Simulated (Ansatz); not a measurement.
# Li (Im-3m) in Ansatz: reference runs

Aim: a first look at Li with PBE, on the cell as given and on a disturbed one.

All numbers are computed with Ansatz 0.2.0; they aren't measurements. Logs are shortened: lines on timing, memory, paths and dates and some standing lists are left out, and cuts for length are marked.

## 1. Starting point

The structure is cubic, space group Im-3m (No. 229). The conventional cell has a = 3.509 Å, b = 3.509 Å, c = 3.509 Å, α = 90.00°, β = 90.00°, γ = 90.00°. Around Li (site symmetry m-3m) lie 8 Li at 3.04 Å.

## 2. Single point, PBE

File input.yaml:

```yaml
crystal:
  lattice:
    - [-1.75465, 1.75465, 1.75465]
    - [1.75465, -1.75465, 1.75465]
    - [1.75465, 1.75465, -1.75465]
  atoms:
    - { symbol: Li, position: [0.0, 0.0, 0.0] }
hamiltonian:
  xc: pbe
  pseudopotentials: { kind: paw }
kpoints:
  mp_grid: { grid: [11, 11, 11] }
scf:
  occupations: { method: fermi_dirac, width: 0.05 }
output:
  forces: true
  stress: true
  eigenvalues: true
```

Potentials or basis: Ansatz PAW.

On the command line:

```sh
ansatz run input.yaml --threads 1 --pin off --max-ram 2560MiB --backend cpu --events-out ev --progress --plain --runs-dir out
```

Log:

```text
Warning: RAYON_NUM_THREADS=1 ignored (pool sized by the plan → 1); use --threads N
Engine: ansatz 0.2.0, x86_64-unknown-linux-gnu
Pseudopotentials: kind: paw
Pseudopotential: Li, paw, valence charge 3, recommended cutoff 420 eV (normal), Li.paw.azcp
Functional definition: PBE
  parameter kappa = 0.804
  parameter beta = 0.06672455060314922
  exchange = pbe_x(kappa = kappa, mu = beta*pi^2/3)
  correlation = pbe_c(beta = beta)
Crystal: 1 atoms, lattice volume = 21.609 Å³
Basis set: ecut = 420 eV, 429 PW (Γ), exchange–correlation on 48×48×48 points (8 copies of the dense FFT grid, shifted against one another)
Bands: 6, of which v1, the nominal top of the filled ones, is band 2 counted from 1 (1 counted from 0)
Symmetry: 48 space group operations
Space group: Im-3m (ITA 229), of the structure as read, at distance tolerance 2.8e-5 Å
k-points: 56 of 1331
Non-local potential: Li, projectors of the file, l = 0: 3, l = 1: 2, l = 2: 1
PAW form: soft (Blöchl's): semilocal exchange-correlation on the pseudo side does not see the compensation charge
PAW one-centre angular grid: Li, 110 points (default); XC on 64 Gauss nodes
Initial density: superposition of atomic densities (neutral atoms: chi_scale 0, normalization atom), corrected by the library's trained network
Initial wavefunctions: pseudopotential atomic-orbital guess
Functional: x = pbe(κ = 0.804, μ = 0.2195149727645171), c = pbe(β = 0.06672455060314922)
SCF iter   1: F=—  HF=-204.688184 eV  |F-HF|=—  |Δ(HF+E_count)|=         —  Δρ=1.68e-4  dr2=4.77e-6  ethr=1.77e-3  ⟨swp⟩=4.2  Hψ=2645  notcnv=0
preconditioner: auto → none  [metal: Δε(μ)=0.045 eV  Ē_g=10.245 eV  σ=0.050 eV  W_gap=0.21  n_scr=0 (ndim 8)  ℏωp=8.0 eV  f_vac=0.000  D(μ)=0.47/eV (n_scr^D=0)]
SCF iter   2: F=—  HF=-204.688187 eV  |F-HF|=—  |Δ(HF+E_count)|=   2.57e-6  Δρ=8.84e-5  dr2=1.28e-6  ethr=1.59e-7  ⟨swp⟩=2.4  Hψ=872  notcnv=0
iter 3 did not close the SCF: its close was put off for the readings that it lacked (scf_convergence_deferred on its scf_iter line)
SCF iter   3: F=-204.688189 eV  HF=-204.688189 eV  |F-HF|=7.66e-10  |Δ(HF+E_count)|=   1.91e-6  Δρ=3.79e-6  dr2=1.63e-9  ethr=4.27e-8  ⟨swp⟩=2.0  Hψ=378  notcnv=0
iter 4 did not close the SCF: its close was put off for the readings that it lacked (scf_convergence_deferred on its scf_iter line)
SCF iter   4: F=-204.688189 eV  HF=-204.688189 eV  |F-HF|=2.09e-10  |Δ(HF+E_count)|=  3.88e-10  Δρ=7.65e-7  dr2=6.03e-11  ethr=5.43e-11  ⟨swp⟩=2.0  Hψ=411  notcnv=0
iter 5 did not close the SCF: its close was put off for the readings that it lacked (scf_convergence_deferred on its scf_iter line)
SCF iter   5: F=-204.688189 eV  HF=-204.688189 eV  |F-HF|=2.30e-12  |Δ(HF+E_count)|=  2.16e-10  Δρ=1.28e-7  dr2=1.95e-12  ethr=2.01e-12  ⟨swp⟩=1.6  Hψ=353  notcnv=0
SCF iter   6: F=-204.688189 eV  HF=-204.688189 eV  |F-HF|=2.84e-14  |Δ(HF+E_count)|=  2.59e-12  Δρ=1.63e-8  dr2=3.68e-14  ethr=1.00e-12  ⟨swp⟩=1.5  Hψ=968  notcnv=0
SCF 1 converged in 6 iterations: F = -204.688189 eV  dr2 = 3.68e-14
SCF converged after 6 iterations
Free energy (F): -204.688189 eV
Harris-Foulkes:  -204.688189 eV  (|F-HF|=2.84e-14)
Internal energy: -204.684497 eV  (E = F + TS)
E sigma→0 (E₀):  -204.686343 eV
Entropy (-TS):   -0.003692 eV (-3.692 meV/atom)
Fermi energy:    0.839839 eV
--- Per-component energies (eV) ---
  E_band       = -92.109582
  E_kinetic    = 20.983490
  E_local      = -134.098954  (includes V_loc(G=0)·N_el)
  E_nonlocal   = -33.271365
  E_hartree    = 39.869207
  E_xc         = -9.966169
  E_vxc        = -12.825552  (∫ρ·V_xc dr)
  E_paw        = -21.003121  (= ΣΔE_a)
  E_vpaw       = -12.635627  (= ΣTr[D̂ρ^β])
  E_aug_tail   = 0.000010  (compensation charges beyond the density's cutoff)
  E_ewald      = -67.197595
  E_smearing   = -0.003692  (= −TS)
  E_closure    = -0.000000  (closes the sum)
  Σ components = -204.688189   (vs F -204.688189, Δ=0.00e0)
--- Forces (eV/Å), atoms counted from 1 ---
  atom   1  Li     0.00000000     0.00000000     0.00000000
  max |Σ_I F_I| component: 1.21e-32 eV/Å
--- Stress (GPa, compression-positive) ---
       -0.818992      -0.000000       0.000000
       -0.000000      -0.818992       0.000000
        0.000000       0.000000      -0.818992
  P = ⅓ Tr σ = -0.8190 GPa (-8.190 kbar)
--- Band table (eV; the first three rows and the last of 56) ---
  k-point 0: bands = ["-45.8009", "-2.6642", "14.7742", "14.7742", "14.7742", "19.4124"]
  k-point 1: bands = ["-45.7997", "-2.5111", "13.7613", "14.0952", "14.5207", "17.7558"]
  k-point 2: bands = ["-45.7966", "-2.0513", "11.2223", "12.9112", "13.8652", "16.3708"]
  k-point 55: bands = ["-45.7760", "5.1687", "6.2173", "6.2173", "8.4218", "9.3997"]
```

Run time: 1.7 s. Hardware: 1 thread of AMD EPYC 7B13 (Zen 3), shared host; peak memory 0.3 GiB.

What came out:

* Free energy: -204.6882 eV
* Pressure: -0.8 GPa
* Band gap on the k mesh: none (metal or under the smearing width)

## 3. Single point, PBE (cell strained at random at fixed volume)

File input.yaml:

```yaml
crystal:
  lattice:
    - [-1.733286, 1.766667, 1.7352]
    - [1.728388, -1.790938, 1.754573]
    - [1.743178, 1.80083, -1.759471]
  atoms:
    - { symbol: Li, position: [-0.011575, 0.00844, -0.02353] }
hamiltonian:
  xc: pbe
  pseudopotentials: { kind: paw }
kpoints:
  mp_grid: { grid: [11, 11, 11] }
scf:
  occupations: { method: fermi_dirac, width: 0.05 }
output:
  forces: true
  stress: true
  eigenvalues: true
  write_density: true
  write_potential: true
  elf: true
  volumetric_format: npy
```

Potentials or basis: Ansatz PAW.

On the command line:

```sh
ansatz run input.yaml --threads 1 --pin off --max-ram 2560MiB --backend cpu --events-out ev --progress --plain --runs-dir out
```

Log:

```text
Warning: RAYON_NUM_THREADS=1 ignored (pool sized by the plan → 1); use --threads N
Engine: ansatz 0.2.0, x86_64-unknown-linux-gnu
Pseudopotentials: kind: paw
Pseudopotential: Li, paw, valence charge 3, recommended cutoff 420 eV (normal), Li.paw.azcp
Functional definition: PBE
  parameter kappa = 0.804
  parameter beta = 0.06672455060314922
  exchange = pbe_x(kappa = kappa, mu = beta*pi^2/3)
  correlation = pbe_c(beta = beta)
Crystal: 1 atoms, lattice volume = 21.609 Å³
Basis set: ecut = 420 eV, 413 PW (Γ), exchange–correlation on 48×48×48 points (8 copies of the dense FFT grid, shifted against one another)
Bands: 6, of which v1, the nominal top of the filled ones, is band 2 counted from 1 (1 counted from 0)
Symmetry: 2 space group operations
Space group: P-1 (ITA 2), of the structure as read, at distance tolerance 2.8e-5 Å
k-points: 666 of 1331
Non-local potential: Li, projectors of the file, l = 0: 3, l = 1: 2, l = 2: 1
PAW form: soft (Blöchl's): semilocal exchange-correlation on the pseudo side does not see the compensation charge
PAW one-centre angular grid: Li, 110 points (default); XC on 64 Gauss nodes
Initial density: superposition of atomic densities (neutral atoms: chi_scale 0, normalization atom), corrected by the library's trained network
Initial wavefunctions: pseudopotential atomic-orbital guess
Functional: x = pbe(κ = 0.804, μ = 0.2195149727645171), c = pbe(β = 0.06672455060314922)
SCF iter   1: F=—  HF=-204.687916 eV  |F-HF|=—  |Δ(HF+E_count)|=         —  Δρ=1.75e-4  dr2=5.37e-6  ethr=1.77e-3  ⟨swp⟩=4.2  Hψ=31476  notcnv=0
preconditioner: auto → none  [metal: Δε(μ)=0.004 eV  Ē_g=10.244 eV  σ=0.050 eV  W_gap=0.02  n_scr=0 (ndim 8)  ℏωp=8.0 eV  f_vac=0.000  D(μ)=0.43/eV (n_scr^D=0)]
SCF iter   2: F=—  HF=-204.687914 eV  |F-HF|=—  |Δ(HF+E_count)|=   1.50e-6  Δρ=9.23e-5  dr2=1.46e-6  ethr=1.79e-7  ⟨swp⟩=2.4  Hψ=10341  notcnv=0
iter 3 did not close the SCF: its close was put off for the readings that it lacked (scf_convergence_deferred on its scf_iter line)
SCF iter   3: F=-204.687916 eV  HF=-204.687916 eV  |F-HF|=4.70e-10  |Δ(HF+E_count)|=   2.03e-6  Δρ=3.85e-6  dr2=2.09e-9  ethr=4.87e-8  ⟨swp⟩=2.0  Hψ=4531  notcnv=0
iter 4 did not close the SCF: its close was put off for the readings that it lacked (scf_convergence_deferred on its scf_iter line)
SCF iter   4: F=-204.687916 eV  HF=-204.687916 eV  |F-HF|=1.89e-10  |Δ(HF+E_count)|=  7.35e-10  Δρ=7.74e-7  dr2=7.54e-11  ethr=6.98e-11  ⟨swp⟩=2.0  Hψ=4942  notcnv=0
iter 5 did not close the SCF: its close was put off for the readings that it lacked (scf_convergence_deferred on its scf_iter line)
SCF iter   5: F=-204.687916 eV  HF=-204.687916 eV  |F-HF|=3.13e-12  |Δ(HF+E_count)|=  1.94e-10  Δρ=1.59e-7  dr2=3.36e-12  ethr=2.51e-12  ⟨swp⟩=1.5  Hψ=4226  notcnv=0
SCF iter   6: F=-204.687916 eV  HF=-204.687916 eV  |F-HF|=2.84e-14  |Δ(HF+E_count)|=  3.21e-12  Δρ=2.31e-8  dr2=7.69e-14  ethr=1.00e-12  ⟨swp⟩=3.2  Hψ=12992  notcnv=0
SCF 1 converged in 6 iterations: F = -204.687916 eV  dr2 = 7.69e-14
SCF converged after 6 iterations
Free energy (F): -204.687916 eV
Harris-Foulkes:  -204.687916 eV  (|F-HF|=2.84e-14)
Internal energy: -204.684416 eV  (E = F + TS)
E sigma→0 (E₀):  -204.686166 eV
Entropy (-TS):   -0.003500 eV (-3.500 meV/atom)
Fermi energy:    0.849804 eV
--- Per-component energies (eV) ---
  E_band       = -92.110889
  E_kinetic    = 20.983531
  E_local      = -134.102119  (includes V_loc(G=0)·N_el)
  E_nonlocal   = -33.271447
  E_hartree    = 39.870276
  E_xc         = -9.966230
  E_vxc        = -12.825631  (∫ρ·V_xc dr)
  E_paw        = -21.003141  (= ΣΔE_a)
  E_vpaw       = -12.635792  (= ΣTr[D̂ρ^β])
  E_aug_tail   = 0.000013  (compensation charges beyond the density's cutoff)
  E_ewald      = -67.195299
  E_smearing   = -0.003500  (= −TS)
  E_closure    = 0.000000  (closes the sum)
  Σ components = -204.687916   (vs F -204.687916, Δ=0.00e0)
--- Forces (eV/Å), atoms counted from 1 ---
  atom   1  Li     0.00000000     0.00000000     0.00000000
  max |Σ_I F_I| component: 0.00e0 eV/Å
--- Stress (GPa, compression-positive) ---
       -0.781463      -0.068526       0.023723
       -0.068526      -0.887443       0.188380
        0.023723       0.188380      -0.795799
  P = ⅓ Tr σ = -0.8216 GPa (-8.216 kbar)
--- Band table (eV; the first three rows and the last of 666) ---
  k-point 0: bands = ["-45.8015", "-2.6642", "14.5965", "14.8297", "14.8720", "19.1013"]
  k-point 1: bands = ["-45.8004", "-2.5127", "13.6293", "14.1112", "14.5761", "17.7378"]
  k-point 2: bands = ["-45.7972", "-2.0580", "11.0738", "12.9640", "13.9407", "16.4751"]
  k-point 665: bands = ["-45.7880", "0.0855", "6.1637", "9.5568", "10.3086", "17.8342"]
```

rho_z.tsv:

```text
# z_ang	rho[e/angstrom^3]
# format = ansatz-planar-average/11
# lattice	-1.733286000	1.766667000	1.735200000
# lattice	1.728388000	-1.790938000	1.754573000
# lattice	1.743178000	1.800830000	-1.759471000
# sites	1
# site	3	-0.006366598	-0.077938217	0.036124009
0.000000	4.250008e-1
0.127594	3.549580e-1
0.255188	2.512199e-1
0.382782	1.543478e-1
0.510376	9.060881e-2
0.637969	6.164968e-2
0.765563	5.290356e-2
0.893157	5.070091e-2
1.020751	4.990357e-2
1.148345	4.975826e-2
1.275939	4.983519e-2
1.403533	4.986831e-2
1.531127	4.986684e-2
1.658721	4.982617e-2
1.786315	4.975443e-2
1.913908	4.996360e-2
2.041502	5.086928e-2
2.169096	5.346213e-2
2.296690	6.389218e-2
2.424284	9.670345e-2
2.551878	1.653384e-1
2.679472	2.650623e-1
2.807066	3.667921e-1
2.934660	4.296845e-1
```

v_z.tsv:

```text
# z_ang	v_es[eV]	v_tot[eV]
# format = ansatz-planar-average/11
# xc	pbe
# density_cutoff_ev	1680
# datasets	Li=:simpson_from_first_knot:soft
# lattice	-1.733286000	1.766667000	1.735200000
# lattice	1.728388000	-1.790938000	1.754573000
# lattice	1.743178000	1.800830000	-1.759471000
# sites	1
# site	3	-0.006366598	-0.077938217	0.036124009
0.000000	-3.207699e0	-1.049856e1
0.127594	-2.839043e0	-1.003072e1
0.255188	-2.192031e0	-9.211966e0
0.382782	-1.364329e0	-8.144496e0
0.510376	-4.466477e-1	-6.995830e0
0.637969	4.714042e-1	-5.912079e0
0.765563	1.266046e0	-4.990256e0
0.893157	1.822944e0	-4.394462e0
1.020751	2.177902e0	-4.114551e0
1.148345	2.449924e0	-3.904793e0
1.275939	2.639008e0	-3.717715e0
1.403533	2.730068e0	-3.628799e0
1.531127	2.723607e0	-3.634536e0
1.658721	2.620236e0	-3.737158e0
1.786315	2.418471e0	-3.932551e0
1.913908	2.138221e0	-4.142098e0
2.041502	1.764982e0	-4.449720e0
2.169096	1.175033e0	-5.094817e0
2.296690	3.565451e-1	-6.045833e0
2.424284	-5.676202e-1	-7.142925e0
2.551878	-1.478264e0	-8.291299e0
2.679472	-2.288110e0	-9.334654e0
2.807066	-2.904323e0	-1.011293e1
2.934660	-3.230998e0	-1.052862e1
```

Wall time 5.1 s (1 thread of AMD EPYC 7B13 (Zen 3), shared host); peak memory 0.44 GiB.

What came out:

```
Free energy            : -204.6879 eV
Pressure               : -0.8 GPa
Band gap on the k mesh : none (metal or under the smearing width)
```
